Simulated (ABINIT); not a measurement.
# HfO2 in ABINIT: the effect of functional

HfO2:

```
CELL_PARAMETERS angstrom
0.00000 2.55750 2.55750
2.55750 0.00000 2.55750
2.55750 2.55750 0.00000
ATOMIC_POSITIONS crystal
Hf 0.00000 0.00000 0.00000
O 0.75000 0.75000 0.75000
O 0.25000 0.25000 0.25000
```

Measurements of this composition are mostly on another form, of space group No. 14.

Alike in all runs:

| Property | Result |
| --- | --- |
| Program | ABINIT 10.8.3 (patched build) |
| Task | single point |
| Potentials or basis | JTH PAW PBE v2.0 |
| Cutoff | 762 eV |
| k mesh | 9 × 9 × 9 |
| Occupations | fermi-dirac, width 0.05 eV |
| Spin | no spin polarisation |

Question: One run gave: gap on the mesh 4.23 eV; pressure -14.4 GPa. Which functional did it use?
A. WC
B. LDA
C. BLYP
D. RPBE
E. SCAN

Answer: E.

| functional | gap on the mesh (eV) | pressure (GPa) |
| --- | --- | --- |
| LDA | 3.62 | -19.5 |
| PBEsol | 3.72 | -13.3 |
| RPBE | 3.96 | -1.1 |
| BLYP | 3.90 | 0.4 |
| AM05 | 3.76 | -13.3 |
| r2SCAN | 4.34 | -12.2 |
| SCAN | 4.23 | -14.4 |
| revPBE | 3.93 | -2.4 |
| PW91 | 3.83 | -6.8 |
| WC | 3.72 | -13.1 |

Caveats: the PAW data sets were made with another functional, which shifts forces and pressure a little; spin-orbit coupling is left out, which moves the levels of the heavy elements; an odd mesh through Γ misses points on the zone boundary, where band edges often lie.

Runs at the PBE level aren't shown here.
